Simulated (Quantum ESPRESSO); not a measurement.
# C (Fd-3m) in Quantum ESPRESSO: a series of runs

One crystal, C, is run at these levels: PBE; tasks: phonons.

Program: Quantum ESPRESSO 7.5. These are calculated values, not measurements. Logs are shortened: lines on timing, memory, paths and dates and some standing lists are left out, and cuts for length are marked.

## Step 1: Starting point

The structure is cubic, space group Fd-3m (No. 227). Conventional cell: a = 3.567 Å, b = 3.567 Å, c = 3.567 Å, α = 90.00°, β = 90.00°, γ = 90.00°. Around C (site symmetry -43m) lie 4 C at 1.54 Å.

This isn't the form of C at room conditions, which is graphite.

## Step 2: Phonons, PBE

File pw.in:

```
&CONTROL
  calculation = 'scf'
  prefix = 'pwscf'
  outdir = './tmp'
  pseudo_dir = './pseudo'
  tprnfor = .true.
  tstress = .true.
  disk_io = 'low'
/
&SYSTEM
  ibrav = 0
  nat = 2
  ntyp = 1
  ecutwfc = 45
  ecutrho = 360
  nbnd = 9
  occupations = 'smearing'
  smearing = 'fd'
  degauss = 0.00367493
/
&ELECTRONS
  conv_thr = 4d-10
  electron_maxstep = 120
  mixing_beta = 0.5
/
ATOMIC_SPECIES
C     12.0110 c_pbe_v1.2.uspp.F.UPF
CELL_PARAMETERS angstrom
   0.0000000000    1.7833700000    1.7833700000
   1.7833700000    0.0000000000    1.7833700000
   1.7833700000    1.7833700000    0.0000000000
ATOMIC_POSITIONS crystal
C      0.7500000000    0.7500000000    0.7500000000
C      0.5000000000    0.5000000000    0.5000000000
K_POINTS automatic
12 12 12 1 1 1
```

File relax.in:

```
&CONTROL
  calculation = 'vc-relax'
  prefix = 'pwscf'
  outdir = './tmp'
  pseudo_dir = './pseudo'
  tprnfor = .true.
  tstress = .true.
  disk_io = 'low'
  nstep = 40
  forc_conv_thr = 0.0001
  etot_conv_thr = 1d-06
/
&SYSTEM
  ibrav = 0
  nat = 2
  ntyp = 1
  ecutwfc = 45
  ecutrho = 360
  nbnd = 9
  occupations = 'smearing'
  smearing = 'fd'
  degauss = 0.00367493
/
&ELECTRONS
  conv_thr = 4d-10
  electron_maxstep = 120
  mixing_beta = 0.5
/
&IONS
  ion_dynamics = 'bfgs'
/
&CELL
  cell_dynamics = 'bfgs'
  press = 0
  press_conv_thr = 0.2
/
ATOMIC_SPECIES
C     12.0110 c_pbe_v1.2.uspp.F.UPF
CELL_PARAMETERS angstrom
   0.0000000000    1.7833700000    1.7833700000
   1.7833700000    0.0000000000    1.7833700000
   1.7833700000    1.7833700000    0.0000000000
ATOMIC_POSITIONS crystal
C      0.7500000000    0.7500000000    0.7500000000
C      0.5000000000    0.5000000000    0.5000000000
K_POINTS automatic
12 12 12 1 1 1
```

File scf2.in:

```
&CONTROL
  calculation = 'scf'
  prefix = 'pwscf'
  outdir = './tmp'
  pseudo_dir = './pseudo'
  tprnfor = .true.
  tstress = .true.
  disk_io = 'low'
/
&SYSTEM
  ibrav = 0
  nat = 2
  ntyp = 1
  ecutwfc = 45
  ecutrho = 360
  nbnd = 9
  occupations = 'fixed'
/
&ELECTRONS
  conv_thr = 1d-13
  electron_maxstep = 120
  mixing_beta = 0.5
  startingpot = 'file'
  startingwfc = 'file'
/
ATOMIC_SPECIES
C     12.0110 c_pbe_v1.2.uspp.F.UPF
CELL_PARAMETERS angstrom
   0.0000000000    1.7854439592    1.7854439592
   1.7854439592    0.0000000000    1.7854439592
   1.7854439592    1.7854439592    0.0000000000
ATOMIC_POSITIONS crystal
C      0.7500000000    0.7500000000    0.7500000000
C      0.5000000000    0.5000000000    0.5000000000
K_POINTS automatic
12 12 12 1 1 1
```

File ph.in:

```
phonons of C
&INPUTPH
  prefix = 'pwscf'
  outdir = './tmp'
  tr2_ph = 1d-18
  fildyn = 'dyn'
  niter_ph = 90
  alpha_mix(1) = 0.7
  epsil = .true.
/
0.0000000000 0.0000000000 0.0000000000
```

File dynmat.in:

```
&INPUT
  fildyn = 'dyn'
  asr = 'crystal'
  lperm = .true.
  filout = 'dynmat.disp'
  fileig = 'dynmat.eig'
/
```

File dynmat_lo.in:

```
&INPUT
  fildyn = 'dyn'
  asr = 'crystal'
  filout = 'dynmat_lo.disp'
  fileig = 'dynmat_lo.eig'
  q(1) = 0
  q(2) = 0
  q(3) = 1
/
```

Potentials or basis: GBRV 1.5 PBE.

Launch:

```bash
OMP_NUM_THREADS=1 mpirun -n 4 pw.x -nk 4 -in pw.in > pw.out
OMP_NUM_THREADS=1 mpirun -n 4 pw.x -nk 4 -in relax.in > relax.out
OMP_NUM_THREADS=1 mpirun -n 4 pw.x -nk 4 -in scf2.in > scf2.out
OMP_NUM_THREADS=1 mpirun -n 4 ph.x -nk 4 -in ph.in > ph.out
OMP_NUM_THREADS=1 mpirun -n 1 dynmat.x -in dynmat.in > dynmat.out
OMP_NUM_THREADS=1 mpirun -n 1 dynmat.x -in dynmat_lo.in > dynmat_lo.out
```

pw.out:

```text
This program is part of the open-source Quantum ESPRESSO suite
     for quantum simulation of materials; please cite
[... 6 lines left out ...]
     using ibrav=0 with symmetry is DISCOURAGED, use correct ibrav instead

     K-points division:     npool     =       4
     Subspace diagonalization in iterative solution of the eigenvalue problem:
     a serial algorithm will be used

     G-vector sticks info
     --------------------
     sticks:   dense  smooth     PW     G-vecs:    dense   smooth      PW
     Sum         559     283    109                 8801     3119     701

     Using Slab Decomposition

     bravais-lattice index     =            0
     lattice parameter (alat)  =       4.7660  a.u.
     unit-cell volume          =      76.5510 (a.u.)^3
     number of atoms/cell      =            2
     number of atomic types    =            1
     number of electrons       =         8.00
     number of Kohn-Sham states=            9
     kinetic-energy cutoff     =      45.0000  Ry
     charge density cutoff     =     360.0000  Ry
     scf convergence threshold =      4.0E-10
     mixing beta               =       0.5000
     number of iterations used =            8  plain     mixing
     Exchange-correlation= SLA  PW   PBE  PBE
                           (   1   4   3   4   0   0   0)

     celldm(1)=   4.766014  celldm(2)=   0.000000  celldm(3)=   0.000000
     celldm(4)=   0.000000  celldm(5)=   0.000000  celldm(6)=   0.000000

     crystal axes: (cart. coord. in units of alat)
               a(1) = (   0.000000   0.707107   0.707107 )
               a(2) = (   0.707107   0.000000   0.707107 )
               a(3) = (   0.707107   0.707107   0.000000 )

     reciprocal axes: (cart. coord. in units 2 pi/alat)
               b(1) = ( -0.707107  0.707107  0.707107 )
               b(2) = (  0.707107 -0.707107  0.707107 )
               b(3) = (  0.707107  0.707107 -0.707107 )

     PseudoPot. # 1 for C  read from file:
     c_pbe_v1.2.uspp.F.UPF
     Pseudo is Ultrasoft + core correction, Zval =  4.0
     Generated by new atomic code, or converted to UPF format
     Using radial grid of  721 points,  4 beta functions with:
                l(1) =   0
                l(2) =   0
                l(3) =   1
                l(4) =   1
     Q(r) pseudized with  8 coefficients,  rinner =    1.100   1.100   1.100

     atomic species   valence    mass     pseudopotential
     C                 4.00    12.01100     C ( 1.00)

     48 Sym. Ops., with inversion, found (24 have fractional translation)

   Cartesian axes

     site n.     atom                  positions (alat units)
         1        C      tau(   1) = (   1.0606602   1.0606602   1.0606602  )
         2        C      tau(   2) = (   0.7071068   0.7071068   0.7071068  )

     number of k points=   182  Fermi-Dirac smearing, width (Ry)=  0.0037

     Number of k-points >= 100: set verbosity='high' to print them.

     Dense  grid:     8801 G-vectors     FFT dimensions: (  32,  32,  32)

     Smooth grid:     3119 G-vectors     FFT dimensions: (  24,  24,  24)

     Initial potential from superposition of free atoms

     starting charge       7.9999, renormalised to       8.0000
     Starting wfcs are    8 randomized atomic wfcs +    1 random wfcs

     Self-consistent Calculation

     iteration #  1     ecut=    45.00 Ry     beta= 0.50
     Davidson diagonalization with overlap
     ethr =  1.00E-02,  avg # of iterations =  4.1

     total energy              =     -22.96197445 Ry
     estimated scf accuracy    <       0.11631390 Ry

     iteration #  2     ecut=    45.00 Ry     beta= 0.50
     Davidson diagonalization with overlap
     ethr =  1.45E-03,  avg # of iterations =  1.2

     total energy              =     -22.96018381 Ry
     estimated scf accuracy    <       0.01682162 Ry

     iteration #  3     ecut=    45.00 Ry     beta= 0.50
     Davidson diagonalization with overlap
     ethr =  2.10E-04,  avg # of iterations =  1.9

     total energy              =     -22.96159795 Ry
     estimated scf accuracy    <       0.00016881 Ry

     iteration #  4     ecut=    45.00 Ry     beta= 0.50
     Davidson diagonalization with overlap
     ethr =  2.11E-06,  avg # of iterations =  4.8

     total energy              =     -22.96162651 Ry
     estimated scf accuracy    <       0.00000080 Ry

     iteration #  5     ecut=    45.00 Ry     beta= 0.50
     Davidson diagonalization with overlap
     ethr =  9.96E-09,  avg # of iterations =  2.6

     total energy              =     -22.96162705 Ry
     estimated scf accuracy    <       0.00000007 Ry

     iteration #  6     ecut=    45.00 Ry     beta= 0.50
     Davidson diagonalization with overlap
     ethr =  8.72E-10,  avg # of iterations =  2.0

     total energy              =     -22.96162707 Ry
     estimated scf accuracy    <          6.5E-09 Ry

     iteration #  7     ecut=    45.00 Ry     beta= 0.50
     Davidson diagonalization with overlap
     ethr =  8.08E-11,  avg # of iterations =  2.0

     End of self-consistent calculation

     Number of k-points >= 100: set verbosity='high' to print the bands.

     the Fermi energy is    15.5393 ev

!    total energy              =     -22.96162708 Ry
     estimated scf accuracy    <          6.3E-11 Ry
     smearing contrib. (-TS)   =       0.00000000 Ry
     internal energy E=F+TS    =     -22.96162708 Ry

     The total energy is F=E-TS. E is the sum of the following terms:
     one-electron contribution =       8.05176808 Ry
     hartree contribution      =       1.93307341 Ry
     xc contribution           =      -7.37178007 Ry
     ewald contribution        =     -25.57468850 Ry

     convergence has been achieved in   7 iterations

     Forces acting on atoms (cartesian axes, Ry/au):

     atom    1 type  1   force =     0.00000000   -0.00000000   -0.00000000
     atom    2 type  1   force =     0.00000000    0.00000000   -0.00000000

     Total force =     0.000000     Total SCF correction =     0.000000

     Computing stress (Cartesian axis) and pressure

          total   stress  (Ry/bohr**3)                   (kbar)     P=       15.29
   0.00010394   0.00000000   0.00000000           15.29        0.00        0.00
   0.00000000   0.00010394   0.00000000            0.00       15.29        0.00
   0.00000000   0.00000000   0.00010394            0.00        0.00       15.29

=------------------------------------------------------------------------------=
   JOB DONE.
=------------------------------------------------------------------------------=
```

Run time: 1.9 min. Hardware: 4 MPI ranks of Intel Xeon at 2.50GHz (Skylake/Cascade Lake), shared host; peak memory 0.28 GiB.

What came out:

- Free energy: -312.4091 eV
- Relaxed volume: 5.69 Å³/atom
- Relaxed cell: a = 2.525 Å, b = 2.525 Å, c = 2.525 Å, α = 60.00°, β = 60.00°, γ = 60.00°
- Space group after relaxing (to 0.05 Å): Fd-3m (No. 227)
- Pressure after relaxing: 0.0 GPa
- Electronic dielectric tensor (diagonal): 5.82
- Born charges (mean of the diagonal): C -0.00 e
- Highest phonon frequency at Γ: 1294 cm⁻¹
- Static dielectric tensor (diagonal): 5.82

The path:
| step | energy change (eV) | largest force (eV/Å) | pressure (GPa) | volume (Å³) |
| --- | --- | --- | --- | --- |
| 1 | 0.0000 | 0.0000 | 1.53 | 11.34 |
| 2 | 0.0001 | 0.0000 | -1.85 | 11.43 |
| 3 | -0.0002 | 0.0000 | 0.00 | 11.38 |
| 4 | -0.0002 | 0.0000 | 0.00 | 11.38 |

Final structure:
```
C
1.0
     0.00000    1.78544    1.78544
     1.78544    0.00000    1.78544
     1.78544    1.78544    0.00000
C
2
Direct
  0.75000 0.75000 0.75000
  0.50000 0.50000 0.50000
```

Phonon frequencies in cm⁻¹ (negative: imaginary):
```tsv
q point	frequencies
(0.000, 0.000, 0.000)	3 3 3 1294 1294 1294
```

Electronic dielectric tensor:
```
5.82 0.00 0.00
0.00 5.82 0.00
0.00 0.00 5.82
```

Born effective charge tensors (e):
atom 1, C
```
0.00 0.00 0.00
0.00 0.00 0.00
0.00 0.00 0.00
```
atom 2, C
```
0.00 0.00 0.00
0.00 0.00 0.00
0.00 0.00 0.00
```

Optical modes at Γ, degenerate ones joined, polar ones without the macroscopic field:
| cm⁻¹ | components | symmetry | active in | IR intensity, summed ((D/Å)²/amu) |
| --- | --- | --- | --- | --- |
| 1294 | 3 | T2g | Raman | 0.00 |

Static dielectric tensor, electrons and zone-centre modes:
```
5.82 0.00 0.00
0.00 5.82 0.00
0.00 0.00 5.82
```

## Step 3: Phonons, PBE

pw.in is that of step 2.

relax.in is that of step 2.

scf2.in is that of step 2.

File ph.in:

```
phonons of C
&INPUTPH
  prefix = 'pwscf'
  outdir = './tmp'
  tr2_ph = 1d-18
  fildyn = 'dyn'
  niter_ph = 90
  alpha_mix(1) = 0.7
/
0.5303300859 0.5303300859 0.0000000000
```

Potentials or basis: GBRV 1.5 PBE.

Launch:

```bash
OMP_NUM_THREADS=1 mpirun -n 4 pw.x -nk 4 -in pw.in > pw.out
OMP_NUM_THREADS=1 mpirun -n 4 pw.x -nk 4 -in relax.in > relax.out
OMP_NUM_THREADS=1 mpirun -n 4 pw.x -nk 4 -in scf2.in > scf2.out
OMP_NUM_THREADS=1 mpirun -n 4 ph.x -nk 4 -in ph.in > ph.out
```

pw.out:

```text
This program is part of the open-source Quantum ESPRESSO suite
     for quantum simulation of materials; please cite
[... 6 lines left out ...]
     using ibrav=0 with symmetry is DISCOURAGED, use correct ibrav instead

     K-points division:     npool     =       4
     Subspace diagonalization in iterative solution of the eigenvalue problem:
     a serial algorithm will be used

     G-vector sticks info
     --------------------
     sticks:   dense  smooth     PW     G-vecs:    dense   smooth      PW
     Sum         559     283    109                 8801     3119     701

     Using Slab Decomposition

     bravais-lattice index     =            0
     lattice parameter (alat)  =       4.7660  a.u.
     unit-cell volume          =      76.5510 (a.u.)^3
     number of atoms/cell      =            2
[... 58 lines left out ...]

     Self-consistent Calculation

     iteration #  1     ecut=    45.00 Ry     beta= 0.50
     Davidson diagonalization with overlap
     ethr =  1.00E-02,  avg # of iterations =  4.1

     total energy              =     -22.96197445 Ry
     estimated scf accuracy    <       0.11631390 Ry
[... 36 lines left out ...]
     iteration #  7     ecut=    45.00 Ry     beta= 0.50
     Davidson diagonalization with overlap
     ethr =  8.08E-11,  avg # of iterations =  2.0

     End of self-consistent calculation

     Number of k-points >= 100: set verbosity='high' to print the bands.

     the Fermi energy is    15.5393 ev

!    total energy              =     -22.96162708 Ry
     estimated scf accuracy    <          6.3E-11 Ry
     smearing contrib. (-TS)   =       0.00000000 Ry
     internal energy E=F+TS    =     -22.96162708 Ry

     The total energy is F=E-TS. E is the sum of the following terms:
     one-electron contribution =       8.05176808 Ry
     hartree contribution      =       1.93307341 Ry
     xc contribution           =      -7.37178007 Ry
     ewald contribution        =     -25.57468850 Ry

     convergence has been achieved in   7 iterations

     Forces acting on atoms (cartesian axes, Ry/au):

     atom    1 type  1   force =    -0.00000000   -0.00000000    0.00000000
     atom    2 type  1   force =     0.00000000    0.00000000   -0.00000000

     Total force =     0.000000     Total SCF correction =     0.000000

     Computing stress (Cartesian axis) and pressure

          total   stress  (Ry/bohr**3)                   (kbar)     P=       15.29
   0.00010394   0.00000000   0.00000000           15.29        0.00        0.00
   0.00000000   0.00010394  -0.00000000            0.00       15.29       -0.00
  -0.00000000  -0.00000000   0.00010394           -0.00       -0.00       15.29

=------------------------------------------------------------------------------=
   JOB DONE.
=------------------------------------------------------------------------------=
```

relax.out:

```text
This program is part of the open-source Quantum ESPRESSO suite
     for quantum simulation of materials; please cite
[... 6 lines left out ...]
     using ibrav=0 with symmetry is DISCOURAGED, use correct ibrav instead

     K-points division:     npool     =       4
[... 624 lines left out ...]
   0.00000062   0.00000000   0.00000000            0.09        0.00        0.00
   0.00000000   0.00000062   0.00000000            0.00        0.09        0.00
   0.00000000   0.00000000   0.00000062            0.00        0.00        0.09

=------------------------------------------------------------------------------=
   JOB DONE.
=------------------------------------------------------------------------------=
```

Wall time 10 min (4 MPI ranks of Intel Xeon at 2.50GHz (Skylake/Cascade Lake), shared host); peak memory 0.36 GiB.

What came out:

| Property | Result |
| --- | --- |
| Free energy | -312.4091 eV |
| Relaxed volume | 5.69 Å³/atom |
| Relaxed cell | a = 2.525 Å, b = 2.525 Å, c = 2.525 Å, α = 60.00°, β = 60.00°, γ = 60.00° |
| Space group after relaxing (to 0.05 Å) | Fd-3m (No. 227) |
| Pressure after relaxing | 0.0 GPa |
| Highest phonon frequency at the q point run | 1223 cm⁻¹ |

Step by step:
```csv
step,energy change (eV),largest force (eV/Å),pressure (GPa),volume (Å³)
1,0.0000,0.0000,1.53,11.34
2,0.0001,0.0000,-1.85,11.43
3,-0.0002,0.0000,0.00,11.38
4,-0.0002,0.0000,0.00,11.38
```

Final structure:
```cif
data_structure
_symmetry_space_group_name_H-M 'P 1'
_symmetry_Int_Tables_number 1
_cell_length_a 2.5250
_cell_length_b 2.5250
_cell_length_c 2.5250
_cell_angle_alpha 60.000
_cell_angle_beta 60.000
_cell_angle_gamma 60.000
_cell_volume 11.38
loop_
_atom_site_label
_atom_site_type_symbol
_atom_site_fract_x
_atom_site_fract_y
_atom_site_fract_z
_atom_site_occupancy
C1 C 0.75000 0.75000 0.75000 1
C2 C 0.50000 0.50000 0.50000 1
```

Phonon frequencies in cm⁻¹ (negative: imaginary):
| q point | frequencies |
| --- | --- |
| (0.375, 0.375, 0.750) | 746 969 1000 1052 1083 1223 |

Phonon modes at q = (0.375, 0.375, 0.750) in reciprocal lattice units:
```
mode  symmetry  cm⁻¹
   1       B_1   746
   2       B_2   969
   3       A_1  1000
   4       B_2  1052
   5       A_2  1083
   6       A_1  1223
```

(Continued in part 2 of 3.)
